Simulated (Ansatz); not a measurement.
# SiC (F-43m), a film clamped to a substrate

Level of theory: DFT r2SCAN, scalar-relativistic, plane waves, PAW (Ansatz). The runs took a 500 eV cutoff, a Γ-centred 10×10×10 mesh and Gaussian smearing (0.05 eV). No spin polarisation. Energies are free energies at this smearing, counted from the undisturbed cell; pressure is positive in compression.

The starting cell (relaxed at this level):

```
Si C
1.0
     0.00000    2.17814    2.17814
     2.17814    0.00000    2.17814
     2.17814    2.17814    0.00000
Si C
1 1
Direct
  0.00000 0.00000 0.00000
  0.75000 0.75000 0.75000
```

The cell (2 atoms, V0 = 20.67 Å³) is strained by p along both x and y and by q along z, fractional coordinates fixed. τp = (1/V0) ∂E/∂p = (σxx + σyy)(1 + p)(1 + q) and τq = (1/V0) ∂E/∂q = σzz(1 + p)², with tension positive.

| p | q | ΔE (meV/atom) | τp (GPa) | τq (GPa) |
| --- | --- | --- | --- | --- |
| 0.000 | 0.000 | 0.00 | -0.01 | -0.01 |
| -0.025 | 0.000 | 23.25 | -29.56 | -7.24 |
| 0.025 | 0.000 | 20.98 | 25.39 | 6.20 |
| 0.000 | -0.025 | 8.43 | -7.32 | -10.49 |
| 0.000 | 0.025 | 8.25 | 6.11 | 10.18 |

Task: Get the second derivatives of the energy density.

Result: Central differences give A = ∂τp/∂p = 1099 GPa (C11 + C22 + 2 C12), C = ∂τq/∂q = 413 GPa (C33) and the cross term B = ∂τq/∂p = 269 GPa (C13 + C23); ∂τp/∂q = 269 GPa must equal B, and any difference shows higher-order terms. The ions are clamped. In a cubic crystal C11 = C = 413, C12 = B/2 = 134 GPa and A should be 2(C11 + C12) = 1096 GPa; the bulk modulus is (C11 + 2 C12)/3 = 227 GPa.

Task: A film of this crystal grows with z along the normal on a substrate that imposes p. How does its thickness respond, and what does the misfit cost?

Result: Count p and q from the stress-free cell. A free surface needs τq = 0, so q = −(B/C) p = -0.65 p. The energy density left is (A − B²/C) p²/2 = M p², with the biaxial modulus M = 462 GPa; a misfit of 1 % costs 2.98 meV/atom, against 3.54 meV/atom if the thickness were held.

At p = 0.050 the energies along q are 69.9 (q = -0.050), 68.1 (q = -0.025), 79.9 (q = 0.000), 105.0 (q = 0.025), 142.9 (q = 0.050) meV/atom.

Task: Does the linear rule hold at this misfit?

Result: A parabola through the lowest point and its neighbours has its minimum at q = -0.034, 67.2 meV/atom. With the stress left in the starting cell, τp0 and τq0, linear elasticity gives q = −(τq0 + Bp)/C = -0.032 and E = V0(τp0 p + τq0 q + Ap²/2 + Bpq + Cq²/2)/N = 74.5 meV/atom. The two agree within a tenth in energy.

The film thins by much less than constant volume would require, so in-plane tension leaves it dilated. This is typical of a stiff tetrahedral network. Short, strongly directional sp3 bonds with some ionic character resist bending as well as stretching, which keeps C12 well below C11 and makes thickness relaxation only a modest saving in misfit energy.

Holding the fractional coordinates fixed costs nothing here: for strains along the cube axes, the zinc-blende site symmetry forbids any internal displacement, so these constants are also the relaxed-ion ones.

Compression costs more than equal tension in both strain directions, as expected when overlap repulsion steepens while stretched bonds soften. The same anharmonicity explains why linear elasticity predicts the thickness well at the large tensile misfit but overestimates the energy, 74.5 against 67.2 meV/atom. For an equally large compressive misfit the error would probably change sign.

The biaxial modulus applies to a cube-face film only; a (111) film would also need the shear constant C44, for which internal relaxation does matter.
